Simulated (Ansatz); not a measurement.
Crystal: Li.

```xyz
1
Lattice="-1.7547 1.7547 1.7547 1.7547 -1.7547 1.7547 1.7547 1.7547 -1.7547" Properties=species:S:1:pos:R:3 pbc="T T T"
Li    0.0000    0.0000    0.0000
```

- Program: Ansatz 0.2.0
- Task: relaxation of cell and atoms
- Functional: BLYP
- Dispersion: D4
- Potentials or basis: all-electron LAPW, scalar-relativistic
- Basis error allowed: 0.001 eV/atom
- k mesh: 11 × 11 × 11
- Occupations: fermi-dirac, width 0.05 eV
- Spin: no spin polarisation

At the start: volume 21.61 Å³/atom.

Q: Where does the relaxation end?

A: Over 5 steps the energy falls by 7.7 meV/atom and the volume is 19.61 Å³/atom (-9.2 %); space group Im-3m (No. 229, to 0.05 Å).

Step by step:
| step | energy change (eV) | largest force (eV/Å) | volume (Å³) |
| --- | --- | --- | --- |
| 1 | 0.0000 | 0.0000 | 21.61 |
| 2 | -0.0050 | 0.0000 | 20.77 |
| 3 | -0.0077 | 0.0000 | 19.48 |
| 4 | -0.0077 | 0.0000 | 19.61 |
| 5 | -0.0077 | 0.0000 | 19.61 |

Final structure:
```yaml
crystal:
  lattice:
    - [-1.69883, 1.69883, 1.69883]
    - [1.69883, -1.69883, 1.69883]
    - [1.69883, 1.69883, -1.69883]
  atoms:
    - { symbol: Li, position: [0.00000, 0.00000, 0.00000] }
```

The cell as given is a measured one (21.61 Å³/atom); BLYP+D4 puts the equilibrium volume -9.2 % from it, thermal expansion not counted.
